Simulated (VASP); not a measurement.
Ho: single point with PBE

Ho:

```xyz
1
Lattice="-2.0612 2.0612 2.0612 2.0612 -2.0612 2.0612 2.0612 2.0612 -2.0612" Properties=species:S:1:pos:R:3 pbc="T T T"
Ho    0.0000    0.0000    0.0000
```

The cell was built by a generator and needn't be a form met in nature.

| Property | Result |
| --- | --- |
| Program | VASP 6.6.1 |
| Task | single point |
| Functional | PBE |
| Potentials or basis | VASP PAW PBE potentials, release 64 (Ho) |
| Cutoff | 520 eV |
| k mesh | 8 × 8 × 8 |
| Occupations | gaussian, width 0.05 eV |
| Spin | collinear spin, typed start |
| Starting moments | [3.72] μB |
| Dipole correction | no |
| Further INCAR settings | ALGO = Normal; EDIFF = 1e-07; NBANDS = 20 |

```yaml
Pressure: -0.7 GPa
Band_gap_on_the_k_mesh: none (metal or under the smearing width)
Net_moment: 3.72 μB per cell
Site_moments: Ho +3.53 μB
Valence_electrons_inside_the_program's_atomic_spheres: Ho 18.51
```

Levels at points of the mesh, in eV from the Fermi level:
Spin up:
| k point | band 10 | band 11 | band 12 | band 13 | band 14 | band 15 |
| --- | --- | --- | --- | --- | --- | --- |
| (0.00, 0.00, 0.00) | -2.67 | -2.67 | -2.67 | 1.99 | 1.99 | 1.99 |
| (0.50, 0.00, 0.00) | -2.58 | -2.58 | -2.12 | 0.42 | 0.58 | 3.75 |
| (0.50, 0.50, 0.50) | -2.54 | -2.54 | -1.33 | -1.33 | 5.27 | 5.27 |
Spin down:
```tsv
k point	band 5	band 6	band 7	band 8	band 9	band 10	band 11	band 12
(0.00, 0.00, 0.00)	-4.94	-1.01	-1.01	-1.00	0.12	0.12	0.13	0.66
(0.50, 0.00, 0.00)	-1.81	-0.96	-0.90	-0.87	0.02	0.06	0.09	0.53
(0.50, 0.50, 0.50)	-1.01	-1.01	-0.83	-0.83	-0.83	0.00	0.00	0.00
```

Wall time 64 s on 1 thread of Intel(R) Xeon(R) Platinum 8488C (Sapphire Rapids), with other jobs on the host, peak memory 0.2 GiB.

Caveat: the magnetic or orbital state may not be the lowest; spin-orbit coupling is left out, which moves the levels of the heavy elements. The state reached can hang on the start; a lower one may exist.
